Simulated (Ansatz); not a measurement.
Relaxed (001) slab cut from Al (space group P6_3/mmc (No. 194)); the slab's formula is Al, its outer planes Al (top) and Al (bottom):

```
Al
1.0
     2.85432    0.00000    0.00000
    -1.42716    2.47192    0.00000
     0.00000    0.00000   31.42059
Al
8
Cartesian
  0.0000 1.6479 7.4720
  0.0000 0.0000 9.8332
  1.4272 0.8240 12.1889
  0.0000 0.0000 14.5412
  0.0000 1.6479 16.8678
  0.0000 0.0000 19.2243
  1.4272 0.8240 21.5804
  0.0000 0.0000 23.9745
```

The calculation used Ansatz 0.2.0, DFT PBE, scalar-relativistic, plane waves, PAW. Plane waves to 420 eV, a k mesh through Γ of 12×12×1 on the computed 8-atom cell and Gaussian smearing (0.10 eV); no spin polarisation. The cell repeats along c with a dipole correction in the vacuum.

The potential is the smooth part; its values at the atoms depend on the PAW datasets.

Q: How does the plane-averaged electrostatic potential energy of an electron run along c, counted from the Fermi level?

A: z (Å), V (eV) and a bar:
```
     2.62       4.17 ##############################
     2.91       4.17 ##############################
     3.20       4.17 ##############################
     3.49       4.16 ##############################
     3.78       4.16 ##############################
     4.07       4.16 ##############################
     4.36       4.14 ##############################
     4.65       4.12 ##############################
     4.95       4.07 ##############################
     5.24       3.97 #############################
     5.53       3.75 #############################
     5.82       3.31 ############################
     6.11       2.41 #########################
     6.40       0.66 #####################
     6.69      -2.72 ############
     6.98      -6.07 ###
     7.27      -7.13 #
     7.56      -7.24
     7.86      -6.74 ##
     8.15      -4.36 ########
     8.44      -1.08 ################
     8.73      -0.35 ##################
     9.02      -2.55 #############
     9.31      -5.88 ####
     9.60      -7.17 #
     9.89      -7.35
    10.18      -6.91 #
    10.47      -4.76 #######
    10.76      -1.36 ################
    11.06      -0.34 ##################
    11.35      -2.27 #############
    11.64      -5.67 ####
    11.93      -7.12 #
    12.22      -7.32
    12.51      -6.95 #
    12.80      -5.04 ######
    13.09      -1.62 ###############
    13.38      -0.34 ##################
    13.67      -2.01 ##############
    13.96      -5.45 #####
    14.26      -7.07 #
    14.55      -7.33
    14.84      -7.02 #
    15.13      -5.31 #####
    15.42      -1.91 ##############
    15.71      -0.44 ##################
    16.00      -2.03 ##############
    16.29      -5.42 #####
    16.58      -7.05 #
    16.87      -7.34
    17.16      -7.05 #
    17.46      -5.34 #####
    17.75      -1.90 ##############
    18.04      -0.32 ##################
    18.33      -1.70 ###############
    18.62      -5.12 ######
    18.91      -6.97 #
    19.20      -7.32
    19.49      -7.10 #
    19.78      -5.60 #####
    20.07      -2.19 ##############
    20.37      -0.33 ##################
    20.66      -1.44 ###############
    20.95      -4.85 #######
    21.24      -6.96 #
    21.53      -7.39
    21.82      -7.21
    22.11      -5.86 ####
    22.40      -2.48 #############
    22.69      -0.25 ###################
    22.98      -0.86 #################
    23.27      -4.08 #########
    23.57      -6.68 ##
    23.86      -7.28
    24.15      -7.21
    24.44      -6.29 ###
    24.73      -3.13 ###########
    25.02       0.39 ####################
    25.31       2.25 #########################
    25.60       3.21 ############################
    25.89       3.68 #############################
    26.18       3.91 #############################
    26.47       4.03 ##############################
    26.77       4.08 ##############################
    27.06       4.11 ##############################
    27.35       4.12 ##############################
    27.64       4.13 ##############################
    27.93       4.13 ##############################
    28.22       4.13 ##############################
    28.51       4.13 ##############################
    28.80       4.13 ##############################
```

The vacuum level lies 4.13 eV (top face) and 4.17 eV (bottom face) above the Fermi level.

The reference crystal is a form of Al, which isn't its usual structure.

Cost: 1 run of about 0.63 core-minutes, on Oxide Virtual Turin-like Processor (Zen 5) (shared hosts).